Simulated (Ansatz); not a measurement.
## Density of states of HgSe

```cif
data_structure
_symmetry_space_group_name_H-M 'P 1'
_symmetry_Int_Tables_number 1
_cell_length_a 4.2936
_cell_length_b 4.2936
_cell_length_c 4.2936
_cell_angle_alpha 60.000
_cell_angle_beta 60.000
_cell_angle_gamma 60.000
_cell_volume 55.97
loop_
_atom_site_label
_atom_site_type_symbol
_atom_site_fract_x
_atom_site_fract_y
_atom_site_fract_z
_atom_site_occupancy
Hg1 Hg 0.00000 0.00000 0.00000 1
Se1 Se 0.75000 0.75000 0.75000 1
```

The runs use the primitive cell with vectors (0.000, 3.036, 3.036), (3.036, 0.000, 3.036), (3.036, 3.036, 0.000) Å, to which the k mesh refers.

The cell is COD entry 1538962, as deposited and not checked against the literature; nothing was relaxed.

No spin–orbit coupling, which matters for the heavy atoms here.

Level of theory: DFT, PBEsol, all-electron LAPW, scalar-relativistic (Ansatz 0.2.0).

Sampling and basis: a Γ-centred 9×9×9 k mesh, Fermi–Dirac smearing of 0.02 eV, basis error target 0.25 meV/atom, no spin polarisation.

**Question.** Where is the centre of the filled Hg 5d states between -14 eV and the top of the filled states?

**Answer.** -6.43 eV from the Fermi level.

**Question.** Tabulate the density of states.

**Answer.** States per eV and cell, averaged over 0.4 eV, from -7.4 to 6.8 eV, with energies (bin centres) from the Fermi level; empty bins are left out. The partial columns, the largest 4 alone, are projections on Löwdin-orthogonalised atomic shells (those that the program's projection atoms carry: the occupied ones and, for some elements, an empty d or f shell; other empty shells have no column), summed over atoms of an element. Weights on diffuse s and p shells depend on that basis and aren't pure angular character.
```csv
E (eV),total,Hg 5d,Se 4p,Hg 6s,Se 4s
-7.3,1.47,1.21,0.21,0.03,0.00
-6.9,10.83,9.30,1.32,0.18,0.00
-6.5,9.98,9.61,0.22,0.12,0.02
-6.1,2.73,2.30,0.15,0.16,0.10
-5.3,1.67,0.33,0.72,0.55,0.06
-4.9,1.19,0.28,0.47,0.36,0.07
-4.5,0.70,0.17,0.27,0.19,0.06
-4.1,0.46,0.11,0.17,0.12,0.04
-3.7,0.35,0.08,0.13,0.09,0.04
-3.3,0.23,0.05,0.09,0.07,0.03
-2.9,1.06,0.11,0.81,0.06,0.03
-2.5,1.48,0.15,1.18,0.06,0.02
-2.1,2.09,0.22,1.72,0.05,0.02
-1.7,1.92,0.21,1.58,0.04,0.01
-1.3,1.87,0.21,1.56,0.02,0.01
-0.9,1.26,0.15,1.05,0.01,0.00
-0.5,0.59,0.07,0.49,0.00,0.00
-0.1,0.13,0.02,0.11,0.00,0.00
0.3,0.02,0.00,0.01,0.00,0.00
0.7,0.07,0.00,0.04,0.02,0.01
1.1,0.24,0.01,0.10,0.10,0.02
1.5,0.58,0.01,0.22,0.26,0.03
1.9,0.70,0.01,0.27,0.32,0.03
2.3,0.85,0.01,0.33,0.38,0.03
2.7,1.48,0.01,0.58,0.62,0.03
3.1,1.10,0.01,0.39,0.41,0.01
3.5,0.46,0.00,0.07,0.06,0.00
3.9,0.47,0.00,0.03,0.01,0.00
4.3,0.68,0.00,0.04,0.02,0.00
4.7,1.22,0.00,0.07,0.03,0.00
5.1,1.40,0.01,0.07,0.03,0.00
5.5,0.68,0.00,0.03,0.01,0.00
5.9,1.57,0.00,0.04,0.01,0.00
6.3,2.71,0.01,0.08,0.03,0.00
6.7,1.53,0.00,0.04,0.02,0.00
```
